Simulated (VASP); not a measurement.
# Settings for Co: self-consistent run

Co, P6_3/mmc (no. 194), 2 atoms in the cell. PBE; PAW potentials Co (PBE set). VASP 6.6.1.

Wanted: energy within 0.2 meV/atom; Fermi level within 0.005 eV.

What the run is for: comparing ways to start; Accuracy asked: tight.

POSCAR:
```
Co
1.0
    2.4719999032      0.0000000000      0.0000000000
   -1.2359999516      2.1408147143      0.0000000000
    0.0000000000      0.0000000000      4.0211440800
Co
2
Direct
    0.6666666667      0.3333333333      0.7500000000
    0.3333333333      0.6666666667      0.2500000000
```

## How the run starts (with a second run first, the time holds both)

| How the run starts (with a second run first, the time holds both) | Energy less reference (meV/atom) | Fermi level (eV) | Time (s) |
|---|---|---|---|
| from scratch: 13 SCF iterations | 0.00 | 10.5155 | 18 |
| orbitals of a nearby geometry (ISTART 1): 12 + 9 SCF iterations | 0.00 | 10.5156 | 45 |
| orbitals and density of a nearby geometry: 12 + 11 SCF iterations | 0.00 | 10.5156 | 42 |
| density of a nearby geometry (ICHARG 1): 12 + 15 SCF iterations | 0.00 | 10.5156 | 45 |
| orbitals in the old basis (ISTART 2), symmetry off: 14 + 12 SCF iterations | 0.41 | 10.5159 | 233 |

Chosen: from scratch: 13 SCF iterations; no other choice that stays within half of the tolerance saves 30 % of the time.

The chosen settings are those of the reference run.

## The input

INCAR:
```
  GGA = PE
  ISPIN = 2
  MAGMOM = 2 2
  LORBIT = 11
  ISMEAR = 1
  SIGMA = 0.1
  LWAVE = False
  LCHARG = False
  ISIF = 2
  PREC = Accurate
  LASPH = True
  LREAL = False
  ALGO = Normal
  EDIFF = 1E-6
  NELM = 200
  GGA_COMPAT = False
  ENCUT = 400
  LMAXMIX = 4
```

KPOINTS:
```
k-points
0
Gamma
  15 15 8
```

Commands:
```
cat potpaw_PBE.64/Co/POTCAR > POTCAR
mpirun -np 1 vasp_std > vasp.out
```

Limits: The moments start parallel; another order may lie lower.

The chosen input took VASP 6.6.1 18 s on 1 core (Intel Xeon 6975P-C (Granite Rapids)), a shared host.

## An input that fails: restart asked without its files

VASP's message: ERROR: charge density could not be read from file CHGCAR for ICHARG>10.

Changes against the starting input:
```
- NELM = 200
+ NELM = 60
+ ICHARG = 11
```
